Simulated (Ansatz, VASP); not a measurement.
HCl: VASP beside Ansatz

```xyz
2
Lattice="0.0000 2.6750 2.8550 2.5150 0.0000 2.8550 2.5150 2.6750 0.0000" Properties=species:S:1:pos:R:3 pbc="T T T"
H     0.0000    0.0000    0.0000
Cl    2.5150    2.6750    2.8550
```

Alike in both runs: task single point; functional LDA; k mesh 16 × 16 × 16; occupations gaussian, width 0.15 eV; no spin polarisation.

|  | VASP | Ansatz |
| --- | --- | --- |
| version | VASP 6.6.1 | Ansatz 0.2.0 |
| potentials or method | VASP PAW LDA potentials, release 64 (H, Cl) | scalar-relativistic, plane waves, PAW |
| plane-wave cutoff (eV) | 520 | 420 |
| valence electrons in the cell | 8 | 8 |

```csv
,VASP,Ansatz,Ansatz less VASP
gap on the k mesh at the Fermi level (eV),none,none,-
pressure (GPa),-11.9,-11.9,+0.09
largest component of the traceless stress (GPa),5.20,5.19,-0.010
```

A gap of «none» marks a metal or a gap that the smearing closes.
